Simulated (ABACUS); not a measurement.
Ho:

```
Ho
1.0
    -1.99052    1.99052    1.99052
     1.99052   -1.99052    1.99052
     1.99052    1.99052   -1.99052
Ho
1
Cartesian
  0.0000 0.0000 0.0000
```

This isn't the form of Ho at room conditions, which is hcp.

| Item | Value |
| --- | --- |
| Program | ABACUS 3.10.1 |
| Task | single point |
| Functional | PBE |
| Potentials or basis | PseudoDojo NC SR 0.4.1 PBE standard, lanthanides 3+ (f in core) |
| Cutoff | 1361 eV |
| Density cutoff | 5442 eV |
| Basis | DZP LCAO (the cutoffs set its grid) |
| k mesh | 9 × 9 × 9 |
| Occupations | fermi-dirac, width 0.05 eV |
| Spin | collinear spin, ferromagnetic start |
| Starting moments | [1.0] μB |

On this cell: net moment 0.00 μB per cell; band gap on the k mesh none (metal or under the smearing width).

The same run follows on a disturbed copy (cell strained at random at fixed volume):

```
Ho
1.0
    -1.99713    1.98790    1.98456
     1.98241   -1.98546    1.96740
     2.01641    2.00474   -1.98213
Ho
1
Cartesian
  0.0126 0.0074 0.0294
```

Task: What does the disturbed cell give?

Result: The energy (extrapolated to zero smearing) moves by +0.2 meV/atom; net moment 0.00 μB per cell; band gap on the k mesh none (metal or under the smearing width).

Caveats: the atomic orbitals were generated for these runs and aren't a published set; the magnetic or orbital state may not be the lowest; all typed moments are zero, and the program then starts from 1 μB on every atom; spin-orbit coupling is left out, which moves the levels of the heavy elements; the 4f electrons are frozen in the core as for a trivalent ion, so they carry no moment and show no levels; the basis of atomic orbitals isn't converged, which shifts pressures, moduli and gaps.
